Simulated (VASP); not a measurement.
Write the native input for VASP 6.6.1 that does the following.

```yaml
Task: single point
Functional: PBE
Potentials_or_basis: VASP PAW PBE potentials, release 64 (Ge_d)
Cutoff: 520 eV
k_mesh: 6 × 6 × 6
Occupations: gaussian, width 0.03 eV
Spin: no spin polarisation
Further_INCAR_settings: ALGO = Normal; EDIFF = 1e-06; NBANDS = 21
```

The structure of Ge lies in POSCAR:

```
Ge
1.0
    0.0000000000      2.8289100000      2.8289100000
    2.8289100000      0.0000000000      2.8289100000
    2.8289100000      2.8289100000      0.0000000000
Ge
2
Direct
    0.0000000000      0.0000000000      0.0000000000
    0.2500000000      0.2500000000      0.2500000000
```

These files were run (other wordings do the same):

INCAR

```
PREC = Accurate
ENCUT = 520
EDIFF = 1E-6
ISMEAR = 0
SIGMA = 0.03
LREAL = F
LASPH = T
NELM = 80
ALGO = Normal
ISIF = 2
LWAVE = F
LCHARG = F
GGA = PE
NBANDS = 21
KPAR = 4
```

KPOINTS

```
Automatic mesh
0
Gamma
  6 6 6
```

Potentials or basis: VASP PAW PBE potentials, release 64 (Ge_d).

Run with:

```sh
$ cat potpaw_PBE.64/Ge_d/POTCAR > POTCAR
$ mpirun -np 4 vasp_std > vasp.out
```

Results of the run:

```json
{
 "Pressure": "3.5 GPa",
 "Band gap on the k mesh": "0.04 eV, direct"
}
```

It took 11 s on 4 MPI ranks on AMD EPYC 7R43 64-Core Processor (Zen 3) (shared host), peak memory 0.13 GiB a rank.
